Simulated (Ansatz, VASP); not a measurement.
## LiTaO2: VASP beside Ansatz

INCAR

```
PREC     = Accurate       # precision mode
ENCUT    = 600            # plane-wave cutoff, eV
EDIFF    = 1E-7           # SCF threshold, eV
ISMEAR   = 0              # smearing method
SIGMA    = 0.1            # smearing width, eV
LREAL    = False          # projectors in reciprocal space
LASPH    = True           # aspherical terms in the spheres
NELM     = 60             # most SCF steps
ALGO     = Normal         # electronic algorithm
ISIF     = 3              # what is computed and relaxed
LWAVE    = False          # write WAVECAR
LCHARG   = False          # write CHGCAR
GGA      = PE             # functional
IBRION   = 2              # ionic algorithm
NSW      = 90             # ionic steps
EDIFFG   = -0.04          # ionic threshold
```

The input KPOINTS:

```
Automatic mesh
0
Gamma
  6 6 4
```

File POSCAR:

```
LiTaO2
1.0
    3.8354486200      0.0000000000      0.0000000000
   -1.9177243100      3.3215959400      0.0000000000
    0.0000000000      0.0000000000      5.3274536100
Li Ta O
1 1 2
Direct
    0.0000000000      0.0000000000      0.5000000000
    0.0000000000      0.0000000000      0.0000000000
    0.6666666700      0.3333333300      0.2935223700
    0.3333333300      0.6666666700      0.7064776300
```

Input for Ansatz:

```yaml
crystal:
  lattice:
    - [3.83544862, 0.0, 0.0]
    - [-1.91772431, 3.32159594, 0.0]
    - [0.0, 0.0, 5.32745361]
  atoms:
    - { symbol: Li, position: [0.0, 0.0, 0.5] }
    - { symbol: Ta, position: [0.0, 0.0, 0.0] }
    - { symbol: O, position: [0.66666667, 0.33333333, 0.29352237] }
    - { symbol: O, position: [0.33333333, 0.66666667, 0.70647763] }
basis:
  ecutwfc: 420
kpoints:
  mp_grid: { grid: [6, 6, 4] }
hamiltonian:
  xc: pbe
scf:
  occupations: { method: gaussian, width: 0.1 }
  lower_state_search: "off"
output:
  forces: true
  stress: true
  eigenvalues: true
relax:
  adjacent_minimum: "off"
  f_tol: 0.04
  max_steps: 70
  cell: { stress_tol: 0.4 }
```

Alike in both runs: task relaxation of cell and atoms; functional PBE; k mesh 6 × 6 × 4; occupations gaussian, width 0.1 eV; no spin polarisation.

|  | VASP | Ansatz |
| --- | --- | --- |
| version | VASP 6.6.1 | Ansatz 0.2.0 |
| potentials or method | VASP PAW PBE potentials, release 64 (Li_sv, Ta_pv, O) | scalar-relativistic, plane waves, PAW |
| plane-wave cutoff (eV) | 600 | 420 |
| valence electrons in the cell | 26 | 28 |

```tsv
	VASP	Ansatz	Ansatz less VASP
gap on the k mesh at the Fermi level, each at its own relaxed structure (eV)	none	none	-
relaxed volume (Å³/atom)	9.83	9.83	0.000
relaxed cell length with the largest relative difference (Å)	5.553	5.563	+0.0095
energy change over the relaxation (meV/atom)	-1944	-1948	-4.0
```

A gap of «none» marks a metal or a gap that the smearing closes. The two sets of potentials don't hold the same shells in valence.

Caveats: the cutoff is under 1.25 times the usual one of these potentials, so pressure, stress and relaxed cells hold a basis-set (Pulay) error (VASP); the volume moved by over 15 % at a fixed basis, so the end points are rough (VASP). Spin-orbit coupling is left out, which matters for the levels of Ta.
